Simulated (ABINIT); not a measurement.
# NaCl (Fm-3m): G0W0 in ABINIT against the k mesh

Wanted: the cheapest k mesh that holds the gap of NaCl (Fm-3m).

Program: ABINIT 10.8.3. Level of theory: PBE and many-body steps on it, plane waves. Results are calculated unless marked as measured.

The database entry behind the starting cell differs from later determinations by our own check (an axis about 0.4 % short against later determinations), so it need not match the best structure at ambient conditions.

## 1. The starting structure

Symmetry: Fm-3m, No. 225, cubic system. The conventional cell has a = 5.620 Å, b = 5.620 Å, c = 5.620 Å, α = 90.00°, β = 90.00°, γ = 90.00°. Nearest to Na lie 6 Cl at 2.81 Å. Nearest to Cl lie 6 Na at 2.81 Å. Farther neighbours and most contacts between anions are not listed.

The cell and positions come from the Crystallography Open Database and are kept as given unless a step says otherwise.

## 2. Empty states on the mesh, 4×4×4 mesh, 301 bands

This step: ABINIT 10.8.3; DFT, PBE, plane waves, norm-conserving pseudopotentials.

The sums over transitions need many empty states on a uniform mesh; this step solves for them.

Contents of run.abi:

```
acell 3*1.0 Angstrom
rprim 
  0.000000000000 2.810000000000 2.810000000000
  2.810000000000 0.000000000000 2.810000000000
  2.810000000000 2.810000000000 0.000000000000
ntypat 2
znucl 11 17
natom 2
typat 1 2
xred 
  0.000000000000 0.000000000000 0.000000000000
  0.500000000000 0.500000000000 0.500000000000
pp_dirpath "pseudos"
pseudos "Na.upf, Cl.upf"
ecut 38
ngkpt 4 4 4
nshiftk 1
shiftk 0 0 0
kptopt 1
chksymbreak 0
irdden 1
istwfk *1
nband 301
prtvol 0
optdriver 6
gwr_task "HDIAGO"
paral_kgb 0
occopt 1
indata_prefix "in"
outdata_prefix "out"
tmpdata_prefix "tmp"
```

Run with:

```bash
> OMP_NUM_THREADS=1 mpirun -n 4 abinit run.abi > log
```

Numbers of over 12 decimals in the logs are rounded to 6 here.

Log:

```text
.Version 10.8.3 of ABINIT. v10.8.2 released Aug 2026.

 Symmetries : space group Fm -3 m (#225); Bravais cF (face-center cubic)
[... echo of the input left out ...]
== DATASET  1 ==================================================================
-   mpi_nproc: 4, omp_nthreads: 1 (-1 if OMP is not activated)

--- !DatasetInfo
iteration_state: {dtset: 1, }
dimensions: {natom: 2, nkpt: 8, mband: 301, nsppol: 1, nspinor: 1, nspden: 1, mpw: 3383, }
cutoff_energies: {ecut:  38.0, pawecutdg:  -1.0, }
[...]
Direct band gap semiconductor
 Fundamental gap:     5.150 (eV)
   VBM:    -0.539 (eV) at k: [ 0.0000E+00,  0.0000E+00,  0.0000E+00]
   CBM:     4.611 (eV) at k: [ 0.0000E+00,  0.0000E+00,  0.0000E+00]
 Direct gap:         5.150 (eV) at k: [ 0.0000E+00,  0.0000E+00,  0.0000E+00]

== END DATASET(S) ==============================================================
================================================================================

 -outvars: echo values of variables after computation  --------
           etotal      0.0000000000E+00
            nband         301
             nkpt           8
          spgroup         225
 [... the other variables as echoed above ...]

 Calculation completed.
```

Wall time 67 s (4 MPI ranks of Arm Neoverse V1, shared host); peak memory 2.7 GiB.

This step gave:

* gap: 5.150 eV
* k of the valence top: 0, 0, 0
* k of the conduction bottom: 0, 0, 0
* least direct gap: 5.150 eV
* k points computed: 8
* lowest point of the top converged band, above the valence top: 190.7747 eV

On this mesh the gap is 5.150 eV.

The density comes from a self-consistent run that is not shown.

## 3. Empty states on the mesh, 2×2×2 mesh, 88 bands

Edit run.abi of step 2 so:

```diff
@@ -15,3 +15,3 @@
 ecut 38
-ngkpt 4 4 4
+ngkpt 2 2 2
 nshiftk 1
@@ -20,10 +20,10 @@
 chksymbreak 0
+iscf -2
 irdden 1
 istwfk *1
-nband 301
+nband 88
+nbdbuf 8
+tolwfr 1e-09
+nstep 60
 prtvol 0
-optdriver 6
-gwr_task "HDIAGO"
-paral_kgb 0
-occopt 1
 indata_prefix "in"
```

Run with:

```bash
> OMP_NUM_THREADS=1 mpirun -n 3 abinit run.abi > log
```

Log:

```text
.Version 10.8.3 of ABINIT. v10.8.2 released Aug 2026.

 Symmetries : space group Fm -3 m (#225); Bravais cF (face-center cubic)
[... echo of the input left out ...]
== DATASET  1 ==================================================================
-   mpi_nproc: 3, omp_nthreads: 1 (-1 if OMP is not activated)

--- !DatasetInfo
iteration_state: {dtset: 1, }
dimensions: {natom: 2, nkpt: 3, mband: 88, nsppol: 1, nspinor: 1, nspden: 1, mpw: 3383, }
cutoff_energies: {ecut:  38.0, pawecutdg:  -1.0, }
[...]
2.80427    2.88683    2.90839    2.90839    2.90839    2.91871    2.91871    2.91871
   3.02479    3.02479    3.02479    3.04581    3.10904    3.10905    3.18257    3.18592
 prteigrs : prtvol=0 or 1, do not print more k-points.

== END DATASET(S) ==============================================================
================================================================================

 -outvars: echo values of variables after computation  --------
            nband          88
             nkpt           3
          spgroup         225
 [... the other variables as echoed above ...]

 Calculation completed.
```

Wall time 9.6 s (3 MPI ranks); peak memory 0.22 GiB.

This step gave:

| Property | Result |
| --- | --- |
| gap | 5.150 eV |
| k of the valence top | 0, 0, 0 |
| k of the conduction bottom | 0, 0, 0 |
| least direct gap | 5.150 eV |
| k points computed | 3 |
| lowest point of the top converged band, above the valence top | 76.2458 eV |

On this mesh the gap is 5.150 eV.

## 4. Empty states on the mesh, 6×6×6 mesh, 88 bands

Edit run.abi of step 3 so:

```diff
@@ -15,3 +15,3 @@
 ecut 38
-ngkpt 2 2 2
+ngkpt 6 6 6
 nshiftk 1
```

Run with:

```bash
> OMP_NUM_THREADS=1 mpirun -n 4 abinit run.abi > log
```

Log:

```text
.Version 10.8.3 of ABINIT. v10.8.2 released Aug 2026.

 Symmetries : space group Fm -3 m (#225); Bravais cF (face-center cubic)
[... echo of the input left out ...]
== DATASET  1 ==================================================================
-   mpi_nproc: 4, omp_nthreads: 1 (-1 if OMP is not activated)

--- !DatasetInfo
iteration_state: {dtset: 1, }
dimensions: {natom: 2, nkpt: 16, mband: 88, nsppol: 1, nspinor: 1, nspden: 1, mpw: 3383, }
cutoff_energies: {ecut:  38.0, pawecutdg:  -1.0, }
[...]
2.80427    2.88683    2.90839    2.90839    2.90839    2.91871    2.91871    2.91871
   3.02479    3.02479    3.02479    3.04581    3.10904    3.10905    3.18257    3.18592
 prteigrs : prtvol=0 or 1, do not print more k-points.

== END DATASET(S) ==============================================================
================================================================================

 -outvars: echo values of variables after computation  --------
            nband          88
             nkpt          16
          spgroup         225
 [... the other variables as echoed above ...]

 Calculation completed.
```

It took 33 s on 4 MPI ranks; peak memory 0.34 GiB.

This step gave:

```yaml
gap: 5.150 eV
k_of_the_valence_top: 0, 0, 0
k_of_the_conduction_bottom: 0, 0, 0
least_direct_gap: 5.150 eV
k_points_computed: 16
lowest_point_of_the_top_converged_band_above_the_valence_top: 73.9663 eV
```

On this mesh the gap is 5.150 eV.

## 5. Empty states on the mesh, 8×8×8 mesh, 88 bands

Edit run.abi of step 4 so:

```diff
@@ -15,3 +15,3 @@
 ecut 38
-ngkpt 6 6 6
+ngkpt 8 8 8
 nshiftk 1
```

Log:

```text
.Version 10.8.3 of ABINIT. v10.8.2 released Aug 2026.

 Symmetries : space group Fm -3 m (#225); Bravais cF (face-center cubic)
[... echo of the input left out ...]
== DATASET  1 ==================================================================
-   mpi_nproc: 4, omp_nthreads: 1 (-1 if OMP is not activated)

--- !DatasetInfo
iteration_state: {dtset: 1, }
dimensions: {natom: 2, nkpt: 29, mband: 88, nsppol: 1, nspinor: 1, nspden: 1, mpw: 3383, }
cutoff_energies: {ecut:  38.0, pawecutdg:  -1.0, }
[...]
2.80427    2.88683    2.90839    2.90839    2.90839    2.91871    2.91871    2.91871
   3.02479    3.02479    3.02479    3.04581    3.10904    3.10905    3.18257    3.18592
 prteigrs : prtvol=0 or 1, do not print more k-points.

== END DATASET(S) ==============================================================
================================================================================

 -outvars: echo values of variables after computation  --------
            nband          88
             nkpt          29
          spgroup         225
 [... the other variables as echoed above ...]

 Calculation completed.
```

Run time: 62 s. Hardware: 4 MPI ranks; peak memory 0.39 GiB; 4.2 min of CPU time.

Numbers from this step:

| Quantity | Value |
| --- | --- |
| gap | 5.150 eV |
| k of the valence top | 0, 0, 0 |
| k of the conduction bottom | 0, 0, 0 |
| least direct gap | 5.150 eV |
| k points computed | 29 |
| lowest point of the top converged band, above the valence top | 75.7927 eV |

On this mesh the gap is 5.150 eV.

## 6. Screening, 2×2×2 mesh, 80 bands, screening to 163.3 eV

The RPA dielectric matrix is built and inverted for each q.

This step: RPA screening on PBE, plane waves, norm-conserving pseudopotentials.

Edit run.abi of step 5 so:

```diff
@@ -15,3 +15,3 @@
 ecut 38
-ngkpt 8 8 8
+ngkpt 2 2 2
 nshiftk 1
@@ -20,10 +20,11 @@
 chksymbreak 0
-iscf -2
-irdden 1
 istwfk *1
-nband 88
-nbdbuf 8
-tolwfr 1e-09
-nstep 60
-prtvol 0
+occopt 1
+irdwfk 1
+optdriver 3
+nband 80
+ecuteps 6
+inclvkb 2
+awtr 1
+symchi 1
 indata_prefix "in"
```

Log:

```text
.Version 10.8.3 of ABINIT. v10.8.2 released Aug 2026.

 Symmetries : space group Fm -3 m (#225); Bravais cF (face-center cubic)
[... echo of the input left out ...]
== DATASET  1 ==================================================================
-   mpi_nproc: 4, omp_nthreads: 1 (-1 if OMP is not activated)

--- !DatasetInfo
iteration_state: {dtset: 1, }
dimensions: {natom: 2, nkpt: 3, mband: 80, nsppol: 1, nspinor: 1, nspden: 1, mpw: 3383, }
cutoff_energies: {ecut:  38.0, pawecutdg:  -1.0, }
electrons: {nelect:   1.60000000E+01, charge:   0.00000000E+00, occopt:   1.00000000E+00, tsmear:   1.00000000E-02, }

 SCREENING: Calculation of the susceptibility and dielectric matrices

 Based on a program developped by R.W. Godby, V. Olevano, G. Onida, and L. Reining.
 Incorporated in ABINIT by V. Olevano, G.-M. Rignanese, and M. Torrent.
.Using double precision arithmetic ; gwpc =  8

[... cell and pseudopotentials left out ...]
--------------------------------------------------------------------------------

 ==== K-mesh for the wavefunctions ====
 Number of points in the irreducible wedge :     3
[... list of points left out ...]
 Together with 48 symmetry operations and time-reversal symmetry
 yields     8 points in the full Brillouin Zone.

 ==== Q-mesh for the screening function ====
 Number of points in the irreducible wedge :     3
[... list of points left out ...]
 Together with 48 symmetry operations and time-reversal symmetry
 yields     8 points in the full Brillouin Zone.

 setmesh: FFT mesh size selected  =    30x   30x   30
          total number of points  =        27000

 vcoul_init : cutoff-mode = AUXILIARY_FUNCTION
 q-points for optical limit:   1
     1)      0.000010    0.000020    0.000030

- screening: taking advantage of time-reversal symmetry
- Maximum band index for partially occupied states nbvw = 8
- Remaining bands to be divided among processors   nbcw = 72
- Number of bands treated by each node ~18

 Number of electrons calculated from density =   16.0000; Expected =   16.0000
 average of density, n =  0.053429
 r_s =    1.6471
 omega_plasma =   22.2968 [eV]

 calculating chi0 at frequencies [eV] :
  1    0.000000E+00    0.000000E+00
  2    0.000000E+00    2.229681E+01

--------------------------------------------------------------------------------
  q-point number  1        q = ( 0.000000, 0.000000, 0.000000) [r.l.u.]
--------------------------------------------------------------------------------
[... chi0 elements left out ...]
 For q-point:  0.000010 0.000020 0.000030
  dielectric constant =   3.0484
  dielectric constant without local fields =   3.5230

  Average fulfillment of the sum rule on Im[epsilon] for q-point    1 :     55.43  [%]
[... wings left out ...]
  q-point number  2        q = ( 0.500000, 0.000000, 0.000000) [r.l.u.]
--------------------------------------------------------------------------------
[... chi0 elements left out ...]
  Average fulfillment of the sum rule on Im[epsilon] for q-point    2 :     61.08  [%]

 [... 1 further q-points ...]
```

Wall time 3.2 s (4 MPI ranks); peak memory 0.47 GiB; 13 s of CPU time.

This step gave:

| Item | Value |
| --- | --- |
| ε∞ with local fields, on this mesh, along the program's q direction | 3.048 |
| the same without local fields | 3.523 |
| plasma frequency | 22.30 eV |
| plane waves in the screening matrix | 181 |

Local fields lower ε∞ by 13 %. On a Γ-centred mesh this coarse the value itself is usually too large, while a short band sum pulls it down.

## 7. 2×2×2

This step: G0W0 on PBE, plane waves, norm-conserving pseudopotentials.

Edit run.abi of step 6 so:

```diff
@@ -23,8 +23,15 @@
 irdwfk 1
-optdriver 3
+optdriver 4
 nband 80
+gwcalctyp 0
+ecutsigx 38
+symsigma 1
+nkptgw 1
+kptgw 
+  0.0000000000 0.0000000000 0.0000000000
+bdgw 
+  6 12
 ecuteps 6
-inclvkb 2
-awtr 1
-symchi 1
+irdscr 1
+ppmodel 1
 indata_prefix "in"
```

Log:

```text
.Version 10.8.3 of ABINIT. v10.8.2 released Aug 2026.

 Symmetries : space group Fm -3 m (#225); Bravais cF (face-center cubic)
[... echo of the input left out ...]
== DATASET  1 ==================================================================
-   mpi_nproc: 4, omp_nthreads: 1 (-1 if OMP is not activated)

--- !DatasetInfo
iteration_state: {dtset: 1, }
dimensions: {natom: 2, nkpt: 3, mband: 80, nsppol: 1, nspinor: 1, nspden: 1, mpw: 3383, }
cutoff_energies: {ecut:  38.0, pawecutdg:  -1.0, }
electrons: {nelect:   1.60000000E+01, charge:   0.00000000E+00, occopt:   1.00000000E+00, tsmear:   1.00000000E-02, }

 SIGMA: Calculation of the GW corrections

 Based on a program developped by R.W. Godby, V. Olevano, G. Onida, and L. Reining.
 Incorporated in ABINIT by V. Olevano, G.-M. Rignanese, and M. Torrent.
.Using double precision arithmetic ; gwpc =  8

[... cell and pseudopotentials left out ...]
--------------------------------------------------------------------------------

 ==== K-mesh for the wavefunctions ====
 Number of points in the irreducible wedge :     3
[... list of points left out ...]
 Together with 48 symmetry operations and time-reversal symmetry
 yields     8 points in the full Brillouin Zone.

 ==== Q-mesh for screening function ====
 Number of points in the irreducible wedge :     3
[... list of points left out ...]
 Together with 48 symmetry operations and time-reversal symmetry
 yields     8 points in the full Brillouin Zone.

 vcoul_init : cutoff-mode = AUXILIARY_FUNCTION
 q-points for optical limit:   1
     1)      0.000010    0.000020    0.000030
 setmesh: FFT mesh size selected  =    45x   45x   45
          total number of points  =        91125

 Number of electrons calculated from density =   16.0000; Expected =   16.0000
 average of density, n =  0.053429
 r_s =    1.6471
 omega_plasma =   22.2968 [eV]

 === KS Band Gaps ===
  >>>> For spin  1
   Minimum direct gap =   5.1497 [eV], located at k-point      :   0.0000  0.0000  0.0000
   Fundamental gap    =   5.1497 [eV], Top of valence bands at :   0.0000  0.0000  0.0000
                                       Bottom of conduction at :   0.0000  0.0000  0.0000
 SIGMA fundamental parameters:
 PLASMON POLE MODEL  1
 number of plane-waves for SigmaX                 3383
 number of plane-waves for SigmaC and W            181
 number of plane-waves for wavefunctions          3383
 number of bands                                    80
 number of independent spin polarizations            1
 number of spinorial components                      1
 number of k-points in IBZ                           3
 number of q-points in IBZ                           3
 number of symmetry operations                      48
 number of k-points in BZ                            8
 number of q-points in BZ                            8
 number of frequencies for dSigma/dE                 9
 frequency step for dSigma/dE [eV]                0.25
 number of omega for Sigma on real axis              0
 max omega for Sigma on real axis  [eV]           0.00
 zcut for avoiding poles [eV]                     0.10

 EPSILON^-1 parameters (SCR file):
 dimension of the eps^-1 matrix on file            181
 dimension of the eps^-1 matrix used               181
 number of plane-waves for wavefunctions          3383
 number of bands                                    80
 number of q-points in IBZ                           3
 number of frequencies                               2
 number of real frequencies                          1
 number of imag frequencies                          1

 matrix elements of self-energy operator (all in [eV])

 Perturbative Calculation

--- !SelfEnergy_ee
iteration_state: {dtset: 1, }
kpoint     : [   0.000,    0.000,    0.000, ]
spin       : 1
KS_gap     :    5.150
QP_gap     :    7.675
Delta_QP_KS:    2.525
data: !SigmaeeData |
     Band     E0 <VxcDFT>   SigX SigC(E0)      Z dSigC/dE  Sig(E)    E-E0       E
        6  -0.539 -14.531 -18.517   2.139   0.813  -0.230 -16.033  -1.503  -2.041
        7  -0.539 -14.531 -18.517   2.139   0.813  -0.230 -16.033  -1.503  -2.041
        8  -0.539 -14.531 -18.517   2.139   0.813  -0.230 -16.033  -1.503  -2.041
        9   4.611  -8.072  -3.748  -3.134   0.859  -0.165  -7.050   1.022   5.633
       10  10.523  -8.308  -3.446  -3.200   0.856  -0.168  -6.885   1.423  11.946
       11  10.523  -8.308  -3.446  -3.200   0.856  -0.168  -6.885   1.423  11.946
       12  10.523  -8.308  -3.446  -3.200   0.856  -0.168  -6.885   1.423  11.946

== END DATASET(S) ==============================================================
================================================================================

 -outvars: echo values of variables after computation  --------
           etotal      0.0000000000E+00
            nband          80
             nkpt           3
          spgroup         225
 [... the other variables as echoed above ...]

 Calculation completed.
```

The job ended after 3.1 s (4 MPI ranks; peak memory 0.48 GiB; 12 s of CPU time).

Numbers from this step:

* G0W0 gap on the points computed: 7.674 eV
* starting gap on the mesh: 5.150 eV
* k of the valence top: 0, 0, 0
* k of the conduction bottom: 0, 0, 0
* Z at the valence top: 0.813
* Z at the conduction bottom: 0.859
* least direct G0W0 gap on the computed points: 7.674 eV

(Part 1 of 2 ends here.)

[Paths, hosts, dates, memory and timing lines, banners, echoed tables and standing remarks are left out of the program output.]

[Logs are printed without paths, hosts, clocks, repeated set-up lines and the standing remarks that a program may print on its own settings, such as how far it seeks lower states.]

[Runs of the session that timed out or met a known fault of the program may be left out.]

[Hosts, paths, dates, database ids (printed as entryN), source tags and the programs' standing remarks are cut or masked in the printed files.]

[G0W0 gaps are taken among the corrected bands and points alone; a level outside them can change the order at an edge.]

[Where Ansatz stands beside ABINIT at settings called matched, ABINIT's density can come from a denser mesh and the files from another edition; pairs whose starting gaps differed by over 0.03 eV were left out, so agreement reads better than it is.]
